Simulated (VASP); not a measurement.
**How biaxial strain in the (110) plane changes InP (F-43m)**

Wanted: the response of InP to biaxial strain in the (110) plane, as a table, with a fit that predicts a row left out.

Method: LDA; plane waves and PAW (In_d, P), in the first sound run; inputs show where later runs differ, in VASP 6.6.1.

### Step 1. The starting structure

The structure is cubic, space group F-43m (No. 216). The conventional cell has a = 5.869 Å, b = 5.869 Å, c = 5.869 Å, α = 90.00°, β = 90.00°, γ = 90.00°. Nearest to In lie 4 P at 2.54 Å. P has 4 In at 2.54 Å nearest. Farther neighbours are not listed.

### Step 2. Relax the crystal, LDA

The series starts from the cell that this level prefers, so that zero strain is near zero stress.

This step took 2 runs in a row; the last is shown.

Level: LDA; plane waves and PAW (In_d, P).

INCAR

```
SYSTEM = InP
PREC = Accurate
ENCUT = 450
EDIFF = 1E-07
NELM = 120
ISMEAR = 0
SIGMA = 0.02
LREAL = .FALSE.
ALGO = Normal
GGA = CA
NBANDS = 15
LASPH = .TRUE.
LORBIT = 11
LWAVE = .FALSE.
LCHARG = .FALSE.
KPAR = 12
IBRION = 2
NSW = 40
ISIF = 3
EDIFFG = -0.005
POTIM = 0.4
```

POSCAR

```
InP
1.0
    0.0000000000      2.9143007956      2.9143007956
    2.9143007956      0.0000000000      2.9143007956
    2.9143007956      2.9143007956      0.0000000000
In P
1 1
Direct
    0.0000000000      0.0000000000      0.0000000000
    0.2500000000      0.2500000000      0.2500000000
```

KPOINTS

```
Automatic mesh
0
Gamma
9 9 9
0 0 0
```

The projector-augmented-wave data sets are In_d and P (LDA family, release 64).

Started as:

```bash
> mpirun -np 12 vasp_std
```

The program printed:

```text
[banner, memory and clock lines left out]
running   12 mpi-ranks, on    1 nodes
[...]
|                                                                             |
|           W    W    AA    RRRRR   N    N  II  N    N   GGGG   !!!           |
|           W    W   A  A   R    R  NN   N  II  NN   N  G    G  !!!           |
|           W    W  A    A  R    R  N N  N  II  N N  N  G       !!!           |
|           W WW W  AAAAAA  RRRRR   N  N N  II  N  N N  G  GGG   !            |
|           WW  WW  A    A  R   R   N   NN  II  N   NN  G    G                |
|           W    W  A    A  R    R  N    N  II  N    N   GGGG   !!!           |
|                                                                             |
|     For optimal performance we recommend to set                             |
|       NCORE = 2 up to number-of-cores-per-socket                            |
|     NCORE specifies how many cores store one orbital (NPAR=cpu/NCORE).      |
|     This setting can greatly improve the performance of VASP for DFT.       |
[...]
|     Unfortunately you need to use the default for GW and RPA                |
|     calculations (for HF NCORE is supported but not extensively tested      |
|     yet).                                                                   |
|                                                                             |

 LDA part: xc-table for (Slater(with rela. corr.)+CA(PZ))
 , standard interpolation
 POSCAR, INCAR and KPOINTS ok, starting setup
[...]
entering main loop
       N       E                     dE             d eps       ncg     rms          rms(c)
DAV:   1     0.105700730422E+03    0.10570E+03   -0.77610E+03  1050   0.123E+03
DAV:   2    -0.282393452334E+01   -0.10852E+03   -0.10462E+03  1134   0.290E+02
DAV:   3    -0.992338063224E+01   -0.70994E+01   -0.70669E+01  1421   0.768E+01
DAV:   4    -0.101084350261E+02   -0.18505E+00   -0.18500E+00  1282   0.134E+01
[...]
DAV:  11    -0.967374252882E+01   -0.35849E-05   -0.30430E-05  1617   0.873E-02    0.675E-02
DAV:  12    -0.967374019585E+01    0.23330E-05   -0.51618E-06  1337   0.205E-02    0.122E-02
DAV:  13    -0.967374017370E+01    0.22153E-07   -0.42627E-07  1302   0.357E-03
   1 F= -.96737402E+01 E0= -.96737402E+01  d E =-.967374E+01
[...]
reached required accuracy - stopping structural energy minimisation
```

It took 4 s on 12 MPI ranks of Intel Xeon Platinum 8259CL at 2.50GHz (Skylake/Cascade Lake), shared host; peak memory 1.9 GiB.

The logs omit lines about the potential files and the build; timing stands in the text.

Parts of OUTCAR (step 2):

```text
  Total       -0.0042519     -0.0042519     -0.0042519      0.0000000     -0.0000000      0.0000000
  in kB       -0.1376119     -0.1376119     -0.1376119      0.0000000     -0.0000000      0.0000000
  external PRESSURE =      -0.1376119 kB  Pullay stress =       0.0000000 kB

 POSITION                                       TOTAL-FORCE (eV/Angst)
 -----------------------------------------------------------------------------------
      0.00000      0.00000      0.00000        -0.000000      0.000000      0.000000
      1.45715      1.45715      1.45715         0.000000     -0.000000     -0.000000
 -----------------------------------------------------------------------------------
    total drift:                               -0.000000     -0.000000     -0.000000

  FREE ENERGIE OF THE ION-ELECTRON SYSTEM (eV)
  ---------------------------------------------------
  free  energy   TOTEN  =        -9.6737401737 eV

  energy  without entropy=       -9.6737401737  energy(sigma->0) =       -9.67374017

 reached required accuracy - stopping structural energy minimisation

[... 3 further parts left out ...]
[key lines of the parts left out:]
E-fermi :   5.2894
```

Read from the output:

| Item | Value |
| --- | --- |
| energy(sigma→0) of the program | -9.6737 eV |
| stress, compression positive | -0.01 along [110], -0.01 across it (mean), GPa |
| volume | 49.503 Å³ |
| ionic steps | 1 |

### Step 3. Strain along the normal, LDA

One member in full: the plane is strained by -0.5 %, and the strain along the normal is moved by secant steps until the normal stress is under 0.012 GPa or five steps are spent; the atoms relax at each step.

This step took 3 runs, each at a new trial strain with the atoms of the one before; the last is shown.

Level: LDA; plane waves and PAW (In_d, P); cell typed or built by script.

INCAR: that of step 2 with these lines changed.

```diff
@@ -15,7 +15,7 @@
 LCHARG = .FALSE.
-KPAR = 12
-IBRION = 2
-NSW = 40
-ISIF = 3
-EDIFFG = -0.005
-POTIM = 0.4
+KPAR = 3
+IBRION = 1
+NSW = 25
+ISIF = 2
+EDIFFG = -0.004
+POTIM = 0.3
```

POSCAR

```
InP
1.0
    0.0125514420      2.9122807340      2.8997292920
    2.9122807340      0.0125514420      2.8997292920
    2.9248321760      2.9248321760      0.0000000000
In P
1 1
Direct
    0.0007459662      0.0007459662      0.9992540338
    0.2492540338      0.2492540338      0.2507459662
```

KPOINTS is that of step 2.

Started as:

```bash
> mpirun -np 3 vasp_std
```

The program printed:

```text
[banner, memory and clock lines left out]
running    3 mpi-ranks, on    1 nodes
[...]
LDA part: xc-table for (Slater(with rela. corr.)+CA(PZ))
 , standard interpolation
 POSCAR, INCAR and KPOINTS ok, starting setup
[...]
entering main loop
       N       E                     dE             d eps       ncg     rms          rms(c)
DAV:   1     0.107508680699E+03    0.10751E+03   -0.78319E+03  3764   0.120E+03
DAV:   2    -0.266331329897E+01   -0.11017E+03   -0.10600E+03  4079   0.294E+02
DAV:   3    -0.992295459392E+01   -0.72596E+01   -0.72176E+01  4891   0.780E+01
DAV:   4    -0.101102574635E+02   -0.18730E+00   -0.18723E+00  4726   0.137E+01
[...]
DAV:  11    -0.967264410643E+01   -0.33295E-05   -0.31843E-05  5912   0.903E-02    0.705E-02
DAV:  12    -0.967264167955E+01    0.24269E-05   -0.53709E-06  4835   0.205E-02    0.124E-02
DAV:  13    -0.967264165773E+01    0.21823E-07   -0.44510E-07  4716   0.366E-03
   1 F= -.96726417E+01 E0= -.96726417E+01  d E =-.967264E+01
 BRION: g(F)=  0.148E-06 g(S)=  0.000E+00
 reached required accuracy - stopping structural energy minimisation
```

Elapsed: 21 s, on 3 MPI ranks; peak memory 0.56 GiB; 62 s of CPU time.

OUTCAR, selected parts (step 3):

```text
  Total        0.1188728      0.1188728      0.1754816     -0.1220075      0.0000000      0.0000000
  in kB        3.8721074      3.8721074      5.7160526     -3.9742139      0.0000000      0.0000000
  external PRESSURE =       4.4867558 kB  Pullay stress =       0.0000000 kB

 POSITION                                       TOTAL-FORCE (eV/Angst)
 -----------------------------------------------------------------------------------
      2.92483      2.92483      0.00433         0.000000      0.000000      0.001600
      1.46242      1.46242      1.44554        -0.000000     -0.000000     -0.001600
 -----------------------------------------------------------------------------------
    total drift:                               -0.000004     -0.000004      0.000043

  FREE ENERGIE OF THE ION-ELECTRON SYSTEM (eV)
  ---------------------------------------------------
  free  energy   TOTEN  =        -9.6726416577 eV

  energy  without entropy=       -9.6726416577  energy(sigma->0) =       -9.67264166

[... 1 part as in an earlier step ...]

[... 3 further parts left out ...]
[key lines of the parts left out:]
E-fermi :   5.3962
```

Numbers from this step:

* energy(sigma→0) of the program: -9.6726 eV
* stress, compression positive: -0.01 along [110], 0.68 across it (mean), GPa
* ionic steps: 1

### Step 4. Band edges, TB-mBJ with spin-orbit coupling

Short lines in KPOINTS_OPT sample the zone centre along and across the normal of the plane, for masses, and the other valleys.

Level: TB-mBJ, spin-orbit coupling; plane waves and PAW (In_d, P); cell typed or built by script.

TB-mBJ has no energy functional, so the total energy, stress and pressure in this output mean nothing.

INCAR

```
SYSTEM = InP
PREC = Accurate
ENCUT = 450
EDIFF = 1E-06
NELM = 150
ISMEAR = 0
SIGMA = 0.02
LREAL = .FALSE.
ALGO = Normal
METAGGA = MBJ
LASPH = .TRUE.
LNONCOLLINEAR = .TRUE.
MAGMOM = 0 0 0 0 0 0
NBANDS = 28
GGA_COMPAT = .FALSE.
LSORBIT = .TRUE.
LWAVE = .FALSE.
LCHARG = .FALSE.
KPAR = 3
```

POSCAR is that of step 3.

KPOINTS

```
Automatic mesh
0
Gamma
7 7 7
0 0 0
```

KPOINTS_OPT

```
Line mode
6
Line-mode
Reciprocal
  0.00000000   0.00000000   0.00000000
  0.01645796   0.01645796   0.03291593

  0.00000000   0.00000000   0.00000000
 -0.01631671   0.01631671  -0.00000000

  0.31000000   0.31000000   0.00000000
  0.50000000   0.50000000   0.00000000

  0.00000000   0.31000000   0.31000000
  0.00000000   0.50000000   0.50000000

  0.45000000   0.45000000   0.45000000
  0.50000000   0.50000000   0.50000000

  0.45000000   0.00000000   0.00000000
  0.50000000   0.00000000   0.00000000

  0.42500000   0.42500000   0.00000000
  0.42509988   0.44817519   0.02327507

  0.50000000   0.50000000   0.50000000
  0.48368329   0.51631671   0.50000000
```

Started as:

```bash
> mpirun -np 3 vasp_ncl
```

The program printed:

```text
[banner, memory and clock lines left out]
running    3 mpi-ranks, on    1 nodes
[...]
|                                                                             |
|               ----> ADVICE to this user running VASP <----                  |
|                                                                             |
|     You enforced a specific xc type in the INCAR file but a different       |
|     [... a line on the potential file left out ...]
|     I HOPE YOU KNOW WHAT YOU ARE DOING!                                     |
|                                                                             |

 LDA part: xc-table for (None), standard interpolation
 POSCAR, INCAR and KPOINTS ok, starting setup
[...]
entering main loop
       N       E                     dE             d eps       ncg     rms          rms(c)
DAV:   1     0.723085037272E+02    0.72309E+02   -0.73762E+03  6280   0.132E+03
DAV:   2    -0.679327902554E+02   -0.14024E+03   -0.13457E+03  6348   0.344E+02
DAV:   3    -0.821688252542E+02   -0.14236E+02   -0.13992E+02  7820   0.125E+02
DAV:   4    -0.827491025314E+02   -0.58028E+00   -0.57869E+00  7752   0.254E+01
[...]
DAV:  36    -0.809299351963E+02    0.13625E-04   -0.79605E-10  3328   0.325E-04    0.693E-05
DAV:  37    -0.809299321868E+02    0.30094E-05   -0.54179E-10  3328   0.222E-04    0.776E-05
DAV:  38    -0.809299329299E+02   -0.74304E-06   -0.36770E-10  3328   0.203E-04
   1 F= -.80929933E+02 E0= -.80929933E+02  d E =-.572853E-20  mag=    -0.0000     0.0000    -0.0000
 Start KPOINTS_OPT (optional k-point list driver)
k-point batch [1-48\48]
       N       E                     dE             ncg
DAV:   1     0.400718756942E+04   -0.13859E+05     2696
DAV:   2    -0.272226247903E+04   -0.67295E+04     2740
DAV:   3    -0.350530814561E+04   -0.78305E+03     3336
DAV:   4    -0.353793928561E+04   -0.32631E+02     3292
DAV:   5    -0.354038416973E+04   -0.24449E+01     5232
DAV:   6    -0.354039980971E+04   -0.15640E-01     3796
DAV:   7    -0.354040047633E+04   -0.66663E-03     4848
DAV:   8    -0.354040049911E+04   -0.22775E-04     3912
DAV:   9    -0.354040050009E+04   -0.97901E-06     2408
```

Run time: 6.7 min. Hardware: 3 MPI ranks; peak memory 1.5 GiB.

From OUTCAR (step 4):

```text
  LATTYP: Found a body centered orthorhombic cell.
 ALAT       =     4.1008364920
 B/A-ratio  =     1.0086569750
 C/A-ratio  =     1.4142135624

 Subroutine GETGRP returns: Found  4 space group operations
 (whereof  4 operations were pure point group operations)

The static configuration has the point symmetry C_2v.

 Found    112 irreducible k-points:

   k-points           NKPTS =    112   k-points in BZ     NKDIM =    112   number of bands    NBANDS=     28

   dimension x,y,z NGX =    28 NGY =   28 NGZ =   30
   dimension x,y,z NGXF=    56 NGYF=   56 NGZF=   60

   ENCUT  =  450.0 eV  33.07 Ry    5.75 a.u.   7.11  7.11  7.15*2*pi/ulx,y,z

   NELECT =      18.0000    total number of electrons

 E-fermi :   5.5666

 k-point     1 :       0.0000    0.0000    0.0000
  band No.  band energies     occupation
    ...
     14       5.3320      1.00000
     15       5.4176      1.00000
     16       5.4176      1.00000
     17       5.4461      1.00000
     18       5.4461      1.00000
     19       7.1871      0.00000
     20       7.1871      0.00000
     21       9.8400      0.00000
     22       9.8400      0.00000
     23      10.2529      0.00000
    ...

 k-point     2 :       0.1429   -0.0000    0.0000
  band No.  band energies     occupation
    ...
     14       3.8658      1.00000
     15       5.1235      1.00000
     16       5.1251      1.00000
     17       5.2069      1.00000
     18       5.2183      1.00000
     19       7.9917      0.00000
     20       7.9922      0.00000
     21      10.2047      0.00000
     22      10.2067      0.00000
     23      10.5175      0.00000
    ...

  Total      -69.7898838    -69.7898838    -69.7039284     -0.1386114      0.0000000      0.0000000
  in kB    -2273.3023393  -2273.3023393  -2270.5024707     -4.5150631      0.0000000      0.0000000
  external PRESSURE =   -2272.3690498 kB  Pullay stress =       0.0000000 kB

 POSITION                                       TOTAL-FORCE (eV/Angst)
 -----------------------------------------------------------------------------------
      2.92483      2.92483      0.00433        -0.000000     -0.000000     -0.041254
      1.46242      1.46242      1.44554         0.000000      0.000000      0.041254
 -----------------------------------------------------------------------------------
    total drift:                                0.000416      0.000416     -0.020070

  FREE ENERGIE OF THE ION-ELECTRON SYSTEM (eV)
  ---------------------------------------------------
  free  energy   TOTEN  =       -80.9299329299 eV

  energy  without entropy=      -80.9299329299  energy(sigma->0) =      -80.92993293

 Spin-Orbit-Coupling matrix elements
 Ion:    1  E_soc:     -0.0684815
 Ion:    2  E_soc:     -0.0011153

[... 1 part as in an earlier step ...]

[... 7 further parts left out ...]
```

### Step 5. Band edges, r2SCAN with spin-orbit coupling

Short lines in KPOINTS_OPT sample the zone centre along and across the normal of the plane, for masses, and the other valleys.

Level: r2SCAN, spin-orbit coupling; plane waves and PAW (In_d, P); cell typed or built by script.

INCAR: that of step 4 with these lines changed.

```diff
@@ -4,3 +4,3 @@
 EDIFF = 1E-06
-NELM = 150
+NELM = 100
 ISMEAR = 0
@@ -9,3 +9,3 @@
 ALGO = Normal
-METAGGA = MBJ
+METAGGA = R2SCAN
 LASPH = .TRUE.
```

POSCAR is that of step 4.

KPOINTS is that of step 4.

KPOINTS_OPT is that of step 4.

Started as:

```bash
> mpirun -np 3 vasp_ncl
```

The program printed:

```text
[banner, memory and clock lines left out]
running    3 mpi-ranks, on    1 nodes
[...]
[... a notice as in an earlier step ...]

 LDA part: xc-table for (None), standard interpolation
 POSCAR, INCAR and KPOINTS ok, starting setup
[...]
entering main loop
       N       E                     dE             d eps       ncg     rms          rms(c)
DAV:   1    -0.261412244135E+03   -0.26141E+03   -0.76701E+03  6296   0.137E+03
DAV:   2    -0.406599027653E+03   -0.14519E+03   -0.13943E+03  6344   0.360E+02
DAV:   3    -0.422061383379E+03   -0.15462E+02   -0.15208E+02  7764   0.132E+02
DAV:   4    -0.422715374999E+03   -0.65399E+00   -0.65217E+00  7772   0.275E+01
[...]
DAV:  12    -0.419198076335E+03    0.12152E-05   -0.11300E-06  6436   0.882E-03    0.232E-01
DAV:  13    -0.419198082476E+03   -0.61410E-05   -0.78236E-05  8304   0.157E-01    0.130E-01
DAV:  14    -0.419198083119E+03   -0.64329E-06   -0.56146E-06  8676   0.285E-02
   1 F= -.41919808E+03 E0= -.41919808E+03  d E =-.127215E-26  mag=    -0.0000     0.0000    -0.0000
 Start KPOINTS_OPT (optional k-point list driver)
k-point batch [1-48\48]
       N       E                     dE             ncg
DAV:   1     0.395772893669E+04   -0.13908E+05     2692
DAV:   2    -0.299320537571E+04   -0.69509E+04     2724
DAV:   3    -0.378201228819E+04   -0.78881E+03     3328
DAV:   4    -0.381532820929E+04   -0.33316E+02     3292
DAV:   5    -0.381718996120E+04   -0.18618E+01     4488
DAV:   6    -0.381721239889E+04   -0.22438E-01     3572
DAV:   7    -0.381721359183E+04   -0.11929E-02     4396
DAV:   8    -0.381721361655E+04   -0.24713E-04     3280
DAV:   9    -0.381721361737E+04   -0.82367E-06     2296
```

Elapsed: 9.8 min, on 3 MPI ranks; peak memory 1.5 GiB.

(Part 1 of 2 ends here.)

[Lines on the potential files, build, host, timing and source positions are cut from VASP's logs without a mark.]

[Logs are printed without paths, hosts, clocks, repeated set-up lines and the standing remarks that a program may print on its own settings, such as how far it seeks lower states.]

[Hosts, paths, dates, database ids (printed as entryN), source tags and the programs' standing remarks are cut or masked in the printed files.]

[In band tables of VASP the shares of atoms and orbitals are scaled to a sum of 1 inside the atoms' spheres.]
